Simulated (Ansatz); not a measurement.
**Run on Pd (P63/mmc) — cone of 15 degrees at 0 of the way from Γ to K**

Method: DFT, PBE, PAW with Ansatz's default frozen-core files, scalar-relativistic in Ansatz 0.2.0.

Command: `ansatz run input.yaml --threads 2 --pin off --max-ram 5120MiB --backend cpu --events-out ev --progress --plain --runs-dir out`

```yaml
crystal:
  lattice:
    - [2.7836650458, 0.0, 0.0]
    - [-1.3918325229, 2.4107246453, 0.0]
    - [0.0, 0.0, 4.628893]
  atoms:
    - { symbol: Pd, position: [0.6666666667, 0.3333333333, 0.75], spin: 0.3, spin_axis: [0.25881905, 0.0, 0.96592583] }
    - { symbol: Pd, position: [0.3333333333, 0.6666666667, 0.25], spin: 0.3, spin_axis: [0.25881905, 0.0, 0.96592583] }
magnetization:
  noncollinear: true
  spin_spiral: { q: [0.0, 0.0, 0.0] }
  spin_locking: { lock_directions: true }
kpoints:
  mp_grid: { grid: [18, 18, 6] }
scf:
  occupations: { method: fermi_dirac, width: 0.05 }
  lower_state_search: "off"
hamiltonian:
  xc: pbe
  pseudopotentials: { kind: paw }
output:
  eigenvalues: false
```

Log:

```
Warning: magnetization.spin_spiral: disabling space-group detection — beside a Hubbard shell, its report or a lock it is not worked out which of the operations that keep the spiral keep those too, and one that does not would average them into another order's, and files of the run's orbitals state none, so no spatial operation reduces the k-mesh or symmetrises the density; of a planar spiral with n …
settings of this run that can trade accuracy for cost: output.eigenvalues: false. Do not mix this run's numbers with those of runs without the same settings; the input reference describes each key
Engine: ansatz 0.2.0
Pseudopotentials: kind: paw
Pseudopotential: Pd, paw, valence charge 18, recommended cutoff 420 eV (normal), Pd.paw.azcp
Functional definition: PBE
  parameter kappa = 0.804
  parameter beta = 0.06672455060314922
  exchange = pbe_x(kappa = kappa, mu = beta*pi^2/3)
  correlation = pbe_c(beta = beta)
Crystal: 2 atoms, lattice volume = 31.063 Å³
Basis set: ecut = 420 eV, 591 PW (Γ)
Bands: 44, of which v1, the nominal top of the filled ones, is band 36 counted from 1 (35 counted from 0)
Symmetry: 1 space group operations
k-points: 1944
Spin spiral: q = (0, 0, 0) of the reciprocal vectors; moments are told in the frame that turns with it, a site's in that at the site
Non-local potential: Pd, projectors of the file, l = 0: 2, l = 1: 2, l = 2: 2, l = 3: 1
PAW form: soft (Blöchl's): semilocal exchange-correlation on the pseudo side does not see the compensation charge
PAW one-centre angular grid: Pd, 590 points (default); XC on 64 Gauss nodes
Initial density: superposition of atomic densities (chi_scale 0.1, normalization cell)
Starting moments: Σ|m| = 0.6 μB on 2 of 2 sites
Initial wavefunctions: pseudopotential atomic-orbital guess
Functional: x = pbe(κ = 0.804, μ = 0.2195149727645171), c = pbe(β = 0.06672455060314922)
SCF iter   1: F=-13942.086910 eV  HF=-13947.503169 eV  |F-HF|=5.42e0  |Δ(HF+E_count)|=         —  Δρ=1.50e-1  dr2=7.22e0  dr2_m=3.94e-3  ethr=3.10e-3  |M|=5.28e-1 ∫|m|=5.33e-1 μB  |m|>n=0.0e0 m-floor=0.0e0 τ_xc=8.6e-10 mc-row=0.0e0  β_m=0.30  ⟨swp⟩=5.4  Hψ=286576  notcnv=0  defer=1419
preconditioner: auto → Kerker (q_TF=auto, 2.796 Å⁻¹)  [metal: Δε(μ)=0.000 eV  Ē_g=8.606 eV  σ=0.050 eV  W_gap=0.00  n_scr=10 (ndim 8)  ℏωp=29.8 eV  f_vac=0.000  D(μ)=4.97/eV (n_scr^D=84)]
spin=Noncollinear: Kerker preconditioning applied to the charge; magnetization (m_x, m_y, m_z) channels mix plain (no charge-response kernel on spin).
SCF iter   2: F=-13944.582327 eV  HF=-13946.245732 eV  |F-HF|=1.66e0  |Δ(HF+E_count)|=    1.26e0  Δρ=8.64e-2  dr2=2.41e0  dr2_m=1.68e-3  ethr=3.10e-3  |M|=5.34e-1 ∫|m|=5.46e-1 μB  |m|>n=0.0e0 m-floor=0.0e0 τ_xc=8.3e-10 mc-row=0.0e0  β_m=0.49  ⟨swp⟩=2.0  Hψ=147619  notcnv=0  defer=4132
[...]
SCF iter  11: F=-13945.658690 eV  HF=-13945.658690 eV  |F-HF|=2.08e-7  |Δ(HF+E_count)|=   1.41e-7  Δρ=7.62e-5  dr2=4.07e-8  dr2_m=7.52e-7  ethr=9.91e-11  |M|=6.78e-1 ∫|m|=7.24e-1 μB  |m|>n=0.0e0 m-floor=0.0e0 τ_xc=3.8e-6 mc-row=0.0e0  β_m=0.72  ⟨swp⟩=3.0  Hψ=179056  notcnv=0
SCF iter  12: F=-13945.658690 eV  HF=-13945.658689 eV  |F-HF|=3.47e-8  |Δ(HF+E_count)|=   1.78e-7  Δρ=3.03e-5  dr2=7.10e-9  dr2_m=1.24e-7  ethr=9.91e-11  |M|=6.78e-1 ∫|m|=7.23e-1 μB  |m|>n=0.0e0 m-floor=0.0e0 τ_xc=1.6e-6 mc-row=0.0e0  β_m=0.86  ⟨swp⟩=2.0  Hψ=154915  notcnv=0
iter 13 did not close the SCF: its close was put off for a magnetic moment that had not settled (scf_convergence_deferred on its scf_iter line)
SCF iter  13: F=-13945.658689 eV  HF=-13945.658689 eV  |F-HF|=1.61e-9  |Δ(HF+E_count)|=   3.25e-8  Δρ=6.63e-6  dr2=4.65e-10  dr2_m=5.83e-9  ethr=1.97e-11  |M|=6.78e-1 ∫|m|=7.24e-1 μB  |m|>n=0.0e0 m-floor=0.0e0 τ_xc=3.5e-7 mc-row=0.0e0  β_m=0.92  ⟨swp⟩=2.0  Hψ=164299  notcnv=0
SCF iter  14: F=-13945.658689 eV  HF=-13945.658689 eV  |F-HF|=8.73e-11  |Δ(HF+E_count)|=   1.57e-9  Δρ=1.64e-6  dr2=1.47e-11  dr2_m=3.04e-10  ethr=1.29e-12  |M|=6.78e-1 ∫|m|=7.24e-1 μB  |m|>n=0.0e0 m-floor=0.0e0 τ_xc=7.8e-8 mc-row=0.0e0  ⟨swp⟩=1.0  Hψ=213665  notcnv=0
SCF 1 converged in 14 iterations: F = -13945.658689 eV  dr2 = 1.47e-11
  greatest PAW one-centre occupation: 0.999 electrons in one spin orbital (limit 2), on the Pd atom at site 1 (counted from 0), in its partial waves of l = 0
SCF converged after 14 iterations
Stability not checked: this state was not tested for a lower state beside it, because a magnetisation constraint still acts at the end of the SCF (magnetization_constraint; see scf.lower_state_search)
Magnetization: |M| = 0.6782 μB,  M = (+0.1755, -0.0000, +0.6551) μB
Absolute magnetization: 0.7235 μB (∫|m|, with the PAW one-centre terms)
  site 0: m = (+0.0903, -0.0000, +0.3372) μB, |m| = 0.3491 μB  (R = 1.15 Å)
  site 1: m = (+0.0903, +0.0000, +0.3372) μB, |m| = 0.3491 μB  (R = 1.15 Å)
--- Magnetisation constraints (ε_frz = 1.0e-4 eV) ---
  site  kind           target                            achieved (μB)             |Δ|max (μB)  g (eV/μB)                    λ_eff  esc  ok   flags
  0     per_site_axis  ê (+0.259, +0.000, +0.966) ≥0.00  (+0.090, -0.000, +0.337)  9.98e-6      (-2.0e-5, -1.5e-5, +5.4e-6)  1.000  0    yes
  1     per_site_axis  ê (+0.259, +0.000, +0.966) ≥0.00  (+0.090, +0.000, +0.337)  2.65e-6      (+5.3e-6, +2.6e-6, -1.4e-6)  1.000  0    yes
Free energy (F): -13945.658689 eV
Harris-Foulkes:  -13945.658689 eV  (|F-HF|=8.73e-11)
Internal energy: -13945.625334 eV  (E = F + TS)
E sigma→0 (E₀):  -13945.642012 eV
Entropy (-TS):   -0.033355 eV (-16.678 meV/atom)
Fermi energy:    18.518116 eV
--- Per-component energies (eV) ---
  E_band       = -313.805164
  E_kinetic    = 1025.946069
  E_local      = -3643.951448  (includes V_loc(G=0)·N_el)
  E_nonlocal   = 434.731161
  E_hartree    = 1475.356948
  E_xc         = -336.672882
  E_vxc        = -422.320102  (∫ρ·V_xc dr)
  E_paw        = -7500.563181  (= ΣΔE_a)
  E_vpaw       = -658.925332  (= ΣTr[D̂ρ^β])
  E_aug_tail   = 0.000449  (compensation charges beyond the density's cutoff)
  E_constr_dc  = 0.000000  (∫m·b dr)
  E_ewald      = -5400.472451
  E_smearing   = -0.033355  (= −TS)
  E_closure    = -0.000000  (closes the sum)
  E_penalty    = 0.000000  (constraint; not in F)
  Σ components = -13945.658689   (vs F -13945.658689, Δ=0.00e0)
settings of this run that can trade accuracy for cost: output.eigenvalues: false. Do not mix this run's numbers with those of runs without the same settings; the input reference describes each key
```

Site moments (μB): Pd1 0.35, Pd2 0.35. Cell moment 0.68 μB in the turning frame.

The Ansatz runs typed with the search for lower states off end where their start leads. These are results for the start and cell typed. The real compound can order otherwise, in a larger cell, or not at all, since semilocal functionals without spin fluctuations often overstate magnetism; near a collapse of the moment, mesh and smearing move it by tens of per cent.

It took 15 min on 2 threads of Arm Neoverse N1, on a shared host, peak memory 3.6 GiB.
